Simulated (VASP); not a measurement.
P:

```
P
1.0
     1.64774   -5.46504    0.00000
     1.64774    5.46504    0.00000
     0.00000    0.00000    4.54364
P
4
Direct
  0.90414 0.09586 0.58882
  0.09586 0.90414 0.41118
  0.59586 0.40414 0.08882
  0.40414 0.59586 0.91118
```

* Program: VASP 6.6.1
* Task: relaxation of cell and atoms
* Functional: PBE
* Dispersion: D3(BJ)
* Potentials or basis: VASP PAW PBE potentials, release 64 (P)
* Cutoff: 600 eV
* k mesh: 8 × 8 × 6
* Occupations: gaussian, width 0.02 eV
* Spin: no spin polarisation

At the start: pressure -1.1 GPa; volume 20.46 Å³/atom.

Task: How do energy, volume and symmetry change on relaxing?

Result: Over 29 steps the energy falls by 29.7 meV/atom and the volume is 17.60 Å³/atom (-14.0 %); space group Cmce (No. 64, to 0.05 Å).

The path:
| step | energy change (eV) | largest force (eV/Å) | pressure (GPa) | volume (Å³) |
| --- | --- | --- | --- | --- |
| 1 | 0.0000 | 0.3006 | -1.08 | 81.83 |
| 2 | -0.0219 | 0.2415 | -0.49 | 80.21 |
| 3 | -0.0310 | 0.3496 | 0.24 | 78.34 |
| 4 | -0.0442 | 0.2719 | 0.14 | 77.68 |
| 5 | -0.0691 | 0.0588 | -0.09 | 75.70 |
| 6 | -0.0667 | 0.3150 | -0.36 | 71.79 |
| 7 | -0.0769 | 0.0909 | -0.24 | 74.20 |
| 8 | -0.0978 | 0.0577 | -0.30 | 73.17 |
| 9 | -0.1164 | 0.0510 | -0.18 | 70.95 |
| 10 | -0.1165 | 0.0492 | -0.16 | 70.82 |
| 11 | -0.1165 | 0.0483 | -0.15 | 70.75 |
| 12 | -0.1170 | 0.0341 | -0.02 | 70.54 |
| 13 | -0.1173 | 0.0496 | 0.18 | 70.22 |
| 14 | -0.1177 | 0.0338 | 0.11 | 70.16 |
| 15 | -0.1180 | 0.0339 | 0.00 | 70.01 |
| 16 | -0.1180 | 0.0287 | 0.02 | 70.04 |
| 17 | -0.1181 | 0.0172 | 0.02 | 70.03 |
| 18 | -0.1182 | 0.0247 | 0.03 | 70.03 |
| 19 | -0.1182 | 0.0183 | 0.06 | 70.05 |
| 20 | -0.1184 | 0.0010 | 0.16 | 70.09 |
| 21 | -0.1182 | 0.0462 | 0.30 | 70.19 |
| 22 | -0.1184 | 0.0133 | 0.20 | 70.12 |
| 23 | -0.1185 | 0.0126 | 0.17 | 70.16 |
| 24 | -0.1186 | 0.0106 | 0.09 | 70.26 |
| 25 | -0.1185 | 0.0081 | -0.06 | 70.48 |
| 26 | -0.1186 | 0.0097 | 0.05 | 70.32 |
| 27 | -0.1186 | 0.0047 | 0.02 | 70.35 |
| 28 | -0.1186 | 0.0120 | -0.05 | 70.41 |
| 29 | -0.1187 | 0.0093 | -0.03 | 70.40 |

Final structure:
```yaml
crystal:
  lattice:
    - [1.65877, -5.07466, 0.00000]
    - [1.65877, 5.07466, 0.00000]
    - [0.00000, 0.00000, 4.18195]
  atoms:
    - { symbol: P, position: [0.89357, 0.10643, 0.57279] }
    - { symbol: P, position: [0.10643, 0.89357, 0.42721] }
    - { symbol: P, position: [0.60643, 0.39357, 0.07279] }
    - { symbol: P, position: [0.39357, 0.60643, 0.92721] }
```

Caveat: pairwise dispersion overbinds metals, which lowers pressure and volume.
